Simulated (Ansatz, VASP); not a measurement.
**Pb in VASP and in Ansatz**

```xyz
2
Lattice="3.4724 0.0000 0.0000 -1.7362 3.0072 0.0000 0.0000 0.0000 5.7255" Properties=species:S:1:pos:R:3 pbc="T T T"
Pb    0.0000    0.0000    0.0000
Pb    0.0000    2.0048    2.8627
```

Alike in both runs: functional PBEsol; k mesh 15 × 15 × 8; occupations gaussian, width 0.1 eV; no spin polarisation.

Ansatz relaxed the structure, and its values are those at the end. VASP's run is a single point on that final structure, the one shown.

|  | VASP | Ansatz |
| --- | --- | --- |
| version | VASP 6.6.1 | Ansatz 0.2.0 |
| potentials or method | VASP PAW PBE potentials, release 64 (Pb_d) | scalar-relativistic, plane waves, PAW |
| plane-wave cutoff (eV) | 520 | 420 |
| valence electrons in the cell | 28 | 28 |

```tsv
	VASP	Ansatz	Ansatz less VASP
gap on the k mesh at the Fermi level (eV)	none	none	-
pressure (GPa)	-0.1	0.0	+0.07
```

A gap of «none» marks a metal or a gap that the smearing closes.

Caveats: the PAW data sets were made with another functional, which shifts forces and pressure a little (VASP). Spin-orbit coupling is left out, which matters for the levels of Pb.
